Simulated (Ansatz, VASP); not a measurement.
Given: the input of a run of Ansatz 0.2.0 on ZnSe (Stilleite). 

Contents of input.yaml:

```yaml
crystal:
  lattice:
    - [0.0, 2.8338, 2.8338]
    - [2.8338, 0.0, 2.8338]
    - [2.8338, 2.8338, 0.0]
  atoms:
    - { symbol: Se, position: [0.75, 0.75, 0.75] }
    - { symbol: Zn, position: [0.0, 0.0, 0.0] }
kpoints:
  mp_grid: { grid: [8, 8, 8] }
scf:
  occupations: { method: gaussian, width: 0.011 }
hamiltonian:
  xc: pbe
  pseudopotentials: { kind: all_electron, lapw: { basis_error: 0.001 } }
output:
  forces: true
  stress: true
  eigenvalues: true
```

Potentials or basis: all-electron LAPW, scalar-relativistic.

Run with:

```bash
$ ansatz run input.yaml --threads 1 --pin off --max-ram 3072MiB --backend cpu --events-out ev --progress --plain --runs-dir out
```

Q: Set up the same calculation for VASP 6.6.1. Potentials or basis there: PBE PAW files Se, Zn, 520 eV.

A: As run (cutoffs and basis follow the program's own potentials, and thresholds, step limits or extra output files can differ):

Contents of INCAR:

```
SYSTEM = ZnSe
PREC = Accurate
ENCUT = 520
EDIFF = 1E-6
ISMEAR = 0
SIGMA = 0.011
LREAL = .False.
LASPH = .True.
NELM = 60
ALGO = Normal
ISIF = 2
LWAVE = .False.
LCHARG = .True.
GGA = PE
LELF = .True.
LVHAR = .True.
NBANDS = 16
```

File KPOINTS:

```
Automatic mesh
0
Gamma
  8 8 8
  0 0 0
```

File POSCAR:

```
ZnSe
1.0
    0.0000000000      2.8338000000      2.8338000000
    2.8338000000      0.0000000000      2.8338000000
    2.8338000000      2.8338000000      0.0000000000
Se Zn
1 1
Direct
    0.7500000000      0.7500000000      0.7500000000
    0.0000000000      0.0000000000      0.0000000000
```

Potentials or basis: VASP PAW PBE potentials, release 64 (Se, Zn).

Command:

```bash
$ cat potpaw_PBE.64/Se/POTCAR potpaw_PBE.64/Zn/POTCAR > POTCAR
$ mpirun -np 1 vasp_std > vasp.out
```

Both were run:

|  | Ansatz | VASP |
| --- | --- | --- |
| Pressure | 2.1 GPa | 2.3 GPa |

Where Ansatz's input types no cutoff or centring, it takes its own default and a Γ-centred mesh.

Pressure is positive in compression.
